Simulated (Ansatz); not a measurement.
Si2W in Ansatz: the effect of functional

The system is Si2W.

```
CELL_PARAMETERS angstrom
-1.60690 1.60690 3.91495
1.60690 -1.60690 3.91495
1.60690 1.60690 -3.91495
ATOMIC_POSITIONS crystal
W 0.00000 0.00000 0.00000
Si 0.66530 0.66530 0.00000
Si 0.33470 0.33470 0.00000
```

Alike in all runs:

- Program: Ansatz 0.2.0
- Task: projected density of states
- Potentials or basis: Ansatz PAW
- k mesh: 7 × 7 × 7
- Occupations: fermi-dirac, width 0.05 eV
- Spin: no spin polarisation

```csv
functional,cutoff,pressure (GPa),largest force (eV/Å)
LDA,420 eV (not typed: the program's choice for these potentials),-5.8,0.09
PBEsol,420 eV (not typed: the program's choice for these potentials),-2.0,0.01
RPBE,420 eV (not typed: the program's choice for these potentials),?,?
revPBE,420 eV (not typed: the program's choice for these potentials),5.3,0.07
BLYP,420 eV (not typed: the program's choice for these potentials),12.2,0.03
r2SCAN,500 eV (not typed: the program's choice for these potentials),-1.2,0.06
HSE06,420 eV (not typed: the program's choice for these potentials),-2.3,0.11
PBE0,420 eV (not typed: the program's choice for these potentials),-2.6,0.12
r2SCAN0,500 eV (not typed: the program's choice for these potentials),-5.4,0.20
```

**Question.** What does the run with functional RPBE give?

**Answer.** Pressure 6.1 GPa; largest force 0.08 eV/Å.

Caveats: all runs use coarse meshes; the PAW data sets come from PBE, with cores solved anew for the run's functional, which leaves a small shift of forces and pressure; the thresholds are loose for stress (some runs).

Runs at the PBE level aren't shown here.
